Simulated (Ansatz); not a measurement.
One crystal and one scan (energy over volume and axial ratio) at two levels, r2SCAN (plane waves to 500 eV, PAW, scalar-relativistic; Ansatz, a quantum-chemistry and plane-wave program) and PBE (plane waves to 420 eV, PAW, scalar-relativistic; Ansatz), each from its own relaxed cell and on its own mesh. The cell shown is that of r2SCAN.

InN (wurtzite)

```yaml
crystal:
  lattice:
    - [3.54750, 0.00000, 0.00000]
    - [-1.77375, 3.07222, 0.00000]
    - [0.00000, 0.00000, 5.72256]
  atoms:
    - { symbol: In, position: [0.66667, 0.33333, 0.00226] }
    - { symbol: In, position: [0.33333, 0.66667, 0.50226] }
    - { symbol: N, position: [0.66667, 0.33333, 0.62294] }
    - { symbol: N, position: [0.33333, 0.66667, 0.12294] }
```

Two coordinates are scanned: the volume, and the ratio of the stretch along z (the conventional c axis) to the stretch across it. Atoms keep their fractional coordinates.

E stands for the smeared free energy. InN was relaxed with its symmetry unable to fall. As the atoms are clamped, bonds stretch with the cell, which overstates energies and stresses. With partly filled bands, the response to shear is sensitive to the k mesh, so small differences along c/a are uncertain. Percentages come from the unrounded values.

Results of r2SCAN:

| Quantity | Result |
|---|---|
| Lattice constant a (Å) | 3.547 |
| Lattice constant c (Å) | 5.723 |
| Relaxed volume (Å³/atom) | 15.59 |
| Modulus against c/a change at fixed volume, (3/4V)·∂²E/∂(ln c/a)² (fit, atoms clamped) (GPa) | 125 |

Estimate the PBE values.


```
quantity                                                                                        PBE     r2SCAN − PBE
--------------------------------------------------------------------------------------------  -----  ---------------
Lattice constant a (Å)                                                                        3.581  -0.034 (-0.9 %)
Lattice constant c (Å)                                                                        5.788  -0.065 (-1.1 %)
Relaxed volume (Å³/atom)                                                                      16.06   -0.47 (-2.9 %)
Modulus against c/a change at fixed volume, (3/4V)·∂²E/∂(ln c/a)² (fit, atoms clamped) (GPa)    110      +15 (+14 %)
```

r2SCAN gives the higher value for: modulus against c/a change at fixed volume. r2SCAN gives the lower value for: lattice constant a; lattice constant c; relaxed volume. (PBE) At this level the bands of InN touch or barely overlap; measurements give the solid a gap. Neither level is exact: the differences show how much the result hangs on the functional.

(Under strain, the slope of the energy per volume gives the stress and its curvature an elastic modulus.)
